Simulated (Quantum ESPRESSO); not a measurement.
# MgS (Niningerite) (Fm-3m) in Quantum ESPRESSO: a series of runs, part 2 of 2

Quantum ESPRESSO 7.5. Earlier steps stand in the parts before.

## (4) Single point, LDA, 16.91 Å³/atom

The input, pw.in:

```
&CONTROL
  calculation = 'scf'
  prefix = 'pwscf'
  outdir = './tmp'
  pseudo_dir = './pseudo'
  tprnfor = .true.
  tstress = .true.
  disk_io = 'nowf'
/
&SYSTEM
  ibrav = 0
  nat = 2
  ntyp = 2
  ecutwfc = 84
  nbnd = 14
  occupations = 'smearing'
  smearing = 'fd'
  degauss = 0.00367493
/
&ELECTRONS
  conv_thr = 4d-10
  electron_maxstep = 120
  mixing_beta = 0.5
/
ATOMIC_SPECIES
S     32.0600 S.upf
Mg    24.3050 Mg.upf
CELL_PARAMETERS angstrom
   0.0000000000    2.5664882573    2.5664882573
   2.5664882573    0.0000000000    2.5664882573
   2.5664882573    2.5664882573    0.0000000000
ATOMIC_POSITIONS crystal
S      0.5000000000    0.5000000000    0.5000000000
Mg     0.0000000000    0.0000000000    0.0000000000
K_POINTS automatic
9 9 9 0 0 0
```

Launch:

```
> OMP_NUM_THREADS=1 pw.x -in pw.in > pw.out
```

It took 28 s on 1 thread of Intel Xeon Platinum 8259CL at 2.50GHz (Skylake/Cascade Lake), shared host; peak memory 0.09 GiB.

Results (log left out):

| Quantity | Value |
| --- | --- |
| Free energy | -1917.0269 eV |
| Pressure | -0.1 GPa |
| Band gap on the k mesh | 2.78 eV, indirect (least direct gap 3.80 eV) |

Caveat: an odd mesh through Γ misses points on the zone boundary, where band edges often lie.

## (5) Single point, LDA, 17.26 Å³/atom

Changes to pw.in since step 4:

```diff
@@ -28,5 +28,5 @@
 CELL_PARAMETERS angstrom
-   0.0000000000    2.5664882573    2.5664882573
-   2.5664882573    0.0000000000    2.5664882573
-   2.5664882573    2.5664882573    0.0000000000
+   0.0000000000    2.5841887356    2.5841887356
+   2.5841887356    0.0000000000    2.5841887356
+   2.5841887356    2.5841887356    0.0000000000
 ATOMIC_POSITIONS crystal
```

Launch:

```
> OMP_NUM_THREADS=1 pw.x -in pw.in > pw.out
```

Run time: 27 s. Hardware: 1 thread of Intel Xeon Platinum 8259CL at 2.50GHz (Skylake/Cascade Lake), shared host; peak memory 0.09 GiB.

The run converged. Its results:

```yaml
Free_energy: -1917.0230 eV
Pressure: -1.7 GPa
Band_gap_on_the_k_mesh: 2.74 eV, indirect (least direct gap 3.64 eV)
```

Caveat: an odd mesh through Γ misses points on the zone boundary, where band edges often lie.

## (6) Single point, LDA, 17.61 Å³/atom

Changes to pw.in since step 5:

```diff
@@ -28,5 +28,5 @@
 CELL_PARAMETERS angstrom
-   0.0000000000    2.5841887356    2.5841887356
-   2.5841887356    0.0000000000    2.5841887356
-   2.5841887356    2.5841887356    0.0000000000
+   0.0000000000    2.6016500000    2.6016500000
+   2.6016500000    0.0000000000    2.6016500000
+   2.6016500000    2.6016500000    0.0000000000
 ATOMIC_POSITIONS crystal
```

Potentials or basis: PseudoDojo 0.4.1 SR LDA standard.

Launch:

```
> OMP_NUM_THREADS=1 pw.x -in pw.in > pw.out
```

It took 28 s on 1 thread of Intel Xeon Platinum 8259CL at 2.50GHz (Skylake/Cascade Lake), shared host; peak memory 0.09 GiB.

It converged, with:

```yaml
Free_energy: -1917.0122 eV
Pressure: -3.2 GPa
Band_gap_on_the_k_mesh: 2.69 eV, indirect (least direct gap 3.48 eV)
```

Caveat: an odd mesh through Γ misses points on the zone boundary, where band edges often lie.

## (7) Single point, LDA, 17.96 Å³/atom

Changes to pw.in since step 6:

```diff
@@ -28,5 +28,5 @@
 CELL_PARAMETERS angstrom
-   0.0000000000    2.6016500000    2.6016500000
-   2.6016500000    0.0000000000    2.6016500000
-   2.6016500000    2.6016500000    0.0000000000
+   0.0000000000    2.6188799723    2.6188799723
+   2.6188799723    0.0000000000    2.6188799723
+   2.6188799723    2.6188799723    0.0000000000
 ATOMIC_POSITIONS crystal
```

Launch:

```
> OMP_NUM_THREADS=1 pw.x -in pw.in > pw.out
```

Wall time 27 s (1 thread of Intel Xeon Platinum 8259CL at 2.50GHz (Skylake/Cascade Lake), shared host); peak memory 0.09 GiB.

The run converged. Its results:

- Free energy: -1916.9953 eV
- Pressure: -4.5 GPa
- Band gap on the k mesh: 2.65 eV, indirect (least direct gap 3.33 eV)

Caveat: an odd mesh through Γ misses points on the zone boundary, where band edges often lie.

## (8) Single point, LDA, 18.31 Å³/atom

Changes to pw.in since step 7:

```diff
@@ -28,5 +28,5 @@
 CELL_PARAMETERS angstrom
-   0.0000000000    2.6188799723    2.6188799723
-   2.6188799723    0.0000000000    2.6188799723
-   2.6188799723    2.6188799723    0.0000000000
+   0.0000000000    2.6358861629    2.6358861629
+   2.6358861629    0.0000000000    2.6358861629
+   2.6358861629    2.6358861629    0.0000000000
 ATOMIC_POSITIONS crystal
```

Launch:

```
> OMP_NUM_THREADS=1 pw.x -in pw.in > pw.out
```

It took 28 s on 1 thread of Intel Xeon Platinum 8259CL at 2.50GHz (Skylake/Cascade Lake), shared host; peak memory 0.09 GiB.

It converged, with:

```yaml
Free_energy: -1916.9729 eV
Pressure: -5.7 GPa
Band_gap_on_the_k_mesh: 2.61 eV, indirect (least direct gap 3.18 eV)
```

Caveat: an odd mesh through Γ misses points on the zone boundary, where band edges often lie.

## (9) Single point, LDA, 18.67 Å³/atom

Changes to pw.in since step 8:

```diff
@@ -28,5 +28,5 @@
 CELL_PARAMETERS angstrom
-   0.0000000000    2.6358861629    2.6358861629
-   2.6358861629    0.0000000000    2.6358861629
-   2.6358861629    2.6358861629    0.0000000000
+   0.0000000000    2.6526756995    2.6526756995
+   2.6526756995    0.0000000000    2.6526756995
+   2.6526756995    2.6526756995    0.0000000000
 ATOMIC_POSITIONS crystal
```

Potentials or basis: PseudoDojo 0.4.1 SR LDA standard.

Launch:

```
> OMP_NUM_THREADS=1 pw.x -in pw.in > pw.out
```

Run time: 28 s. Hardware: 1 thread of Intel Xeon Platinum 8259CL at 2.50GHz (Skylake/Cascade Lake), shared host; peak memory 0.09 GiB.

Results (log left out):

```
Free energy            : -1916.9456 eV
Pressure               : -6.8 GPa
Band gap on the k mesh : 2.57 eV, indirect (least direct gap 3.04 eV)
```

Caveat: an odd mesh through Γ misses points on the zone boundary, where band edges often lie.

## (10) Equation of state, LDA

No new run: the results of the series are fitted here.

Results:

| Item | Value |
| --- | --- |
| Equilibrium volume | 16.89 Å³/atom |
| Bulk modulus | 83 GPa |
| Pressure derivative of the bulk modulus | 4.1 |

Energy against volume, from the lowest point:
```csv
volume (Å³/atom),energy (meV/atom)
16.553,1.84
16.905,0.00
17.257,1.95
17.609,7.32
17.962,15.76
18.314,26.96
18.666,40.65
```

LDA usually gives volumes a few per cent too small. Zero-point motion and thermal expansion aren't in these numbers.
